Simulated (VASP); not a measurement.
Write the native input for VASP 6.6.1 that does the following.

| Quantity | Value |
| --- | --- |
| Task | single point |
| Functional | PBEsol |
| Potentials or basis | VASP PAW PBE potentials, release 64 (C, W_sv) |
| Cutoff | 520 eV |
| k mesh | 12 × 12 × 1 |
| Occupations | gaussian, width 0.1 eV |
| Spin | no spin polarisation |
| Dipole correction | yes |
| Further INCAR settings | ALGO = Fast; EDIFF = 1e-07; NBANDS = 48 |

The structure of W4C5 lies in POSCAR:

```
W4C5
1.0
    2.8984136651      0.0000000000      0.0000000000
   -1.4492068326      2.5100998647      0.0000000000
    0.0000000000      0.0000000000     26.3104476361
C W
5 4
Direct
    0.6666666667      0.3333333333      0.2951458468
    0.6666666667      0.3333333333      0.3937373383
    0.6666666667      0.3333333333      0.4999999923
    0.6666666667      0.3333333333      0.6062626614
    0.6666666667      0.3333333333      0.7048541626
    0.0000000000      0.0000000000      0.3366680031
    0.0000000000      0.0000000000      0.4461469172
    0.0000000000      0.0000000000      0.5538530745
    0.0000000000      0.0000000000      0.6633320038
```

The cell isn't the ideal one: (0 0 1) slab, atoms relaxed.

The input as run:

INCAR

```
SYSTEM = W4C5
PREC = Accurate
ENCUT = 520
EDIFF = 1E-7
ISMEAR = 0
SIGMA = 0.1
LREAL = .False.
LASPH = .True.
NELM = 100
ALGO = Fast
ISIF = 2
LWAVE = .False.
LCHARG = .False.
LDIPOL = .True.
IDIPOL = 3
DIPOL = 0.5 0.5 0.500
GGA = PS
NBANDS = 48
```

KPOINTS

```
regular mesh
0
Gamma
  12 12 1
  0 0 0
```

Potentials or basis: VASP PAW PBE potentials, release 64 (C, W_sv).

Launch:

```sh
$ cat potpaw_PBE.64/C/POTCAR potpaw_PBE.64/W_sv/POTCAR > POTCAR
$ mpirun -np 1 vasp_std > vasp.out
```

Results of the run:

```json
{
 "Largest force": "0.108 eV/Å",
 "Band gap on the k mesh": "none (metal or under the smearing width)"
}
```

Caveat: the PAW data sets were made with another functional, which shifts forces and pressure a little.

Run time: 4.8 min on 1 thread of Intel(R) Xeon(R) Platinum 8488C (Sapphire Rapids), on a shared host, peak memory 0.4 GiB.
